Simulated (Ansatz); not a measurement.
# Which functional gives which lattice for CdO?

Starting cell:

```
CELL_PARAMETERS angstrom
0.00000 2.34815 2.34815
2.34815 0.00000 2.34815
2.34815 2.34815 0.00000
ATOMIC_POSITIONS crystal
Cd 0.00000 0.00000 0.00000
O 0.50000 0.50000 0.50000
```

Ansatz, plane waves and PAW, scalar-relativistic (no spin–orbit coupling), 8×8×8 k-mesh. No spin polarisation. In the setting of the table the starting cell (space group Fm-3m) has 3.321 × 3.321 × 3.321 Å, angles 60.0 / 60.0 / 60.0°. Each functional was followed to zero pressure by scaling the cell, shape and atoms held, then fitted over four more volumes within ±4 % of it.

(1) What cell, stiffness and gap does each give?

Results:

(1) 
```
functional  V0 (Å³/atom)                                                 cell  B0 (GPa)  B′ from the pressures               gap on the mesh  cutoff (eV)
   mr2SCAN         13.03  3.328 × 3.328 × 3.328 Å, angles 60.0 / 60.0 / 60.0°       148                    4.8                       0.10 eV          500
  PBE + D4         13.20  3.342 × 3.342 × 3.342 Å, angles 60.0 / 60.0 / 60.0°       135                    4.7  zero (metallic on this mesh)          420
       LDA         12.44  3.277 × 3.277 × 3.277 Å, angles 60.0 / 60.0 / 60.0°       163                    4.8  zero (metallic on this mesh)          420
```

The volumes span 6.1 %, from LDA to PBE + D4, and the stiffness falls as the cell grows. The gap is open in some rows and closed in others, so the zeros may be a small gap that the functional closes. Of 5 runs of this kind 2 are left out: 2 are in doubt (a loose fit, a gap or moment that comes and goes along the fit, no cell at zero pressure, a state that may not be the lowest or a known fault).

Caveats: gaps at these levels are rough, and mostly too small.

Points behind the fit for PBE + D4:

```tsv
V (Å³/atom)	E − Emin (meV/atom)	P (GPa)
12.674	9.62	6.08
12.938	2.33	2.86
13.202	0.00	0.00
13.466	2.16	-2.56
13.730	8.32	-4.84
```
